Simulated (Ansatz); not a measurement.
Crystal: Hf.

```
Hf
1.0
     3.19670    0.00000    0.00000
    -1.59835    2.76842    0.00000
     0.00000    0.00000    5.05780
Hf
2
Direct
  0.66667 0.33333 0.75000
  0.33333 0.66667 0.25000
```

```yaml
Program: Ansatz 0.2.0
Task: relaxation of cell and atoms
Functional: BLYP
Potentials_or_basis: Ansatz PAW
Cutoff: "420 eV (not typed: the program's choice for these potentials)"
k_mesh: 10 × 10 × 5
Occupations: fermi-dirac, width 0.05 eV
Spin: no spin polarisation
```

At the start: volume 22.38 Å³/atom.

Question: Where does the relaxation end?

Answer: It ends after 4 steps and the volume is 23.09 Å³/atom (+3.2 %); space group P6_3/mmc (No. 194, to 0.05 Å).

Step by step:
```csv
step,energy change (eV),largest force (eV/Å),volume (Å³)
1,0.0000,0.0000,44.76
2,-0.0143,0.0000,46.27
3,-0.0144,0.0000,46.19
4,-0.0147,0.0000,46.19
```

Final structure:
```
Hf
1.0
     3.23338    0.00000    0.00000
    -1.61669    2.80019    0.00000
     0.00000    0.00000    5.10146
Hf
2
Cartesian
  1.6167 0.9334 3.8261
  0.0000 1.8668 1.2754
```

Caveat: the plane-wave basis is chosen anew once the cell has moved, so the energies of steps on either side of that aren't comparable; the PAW data sets come from PBE, with cores solved anew for the run's functional, which leaves a small shift of forces and pressure.
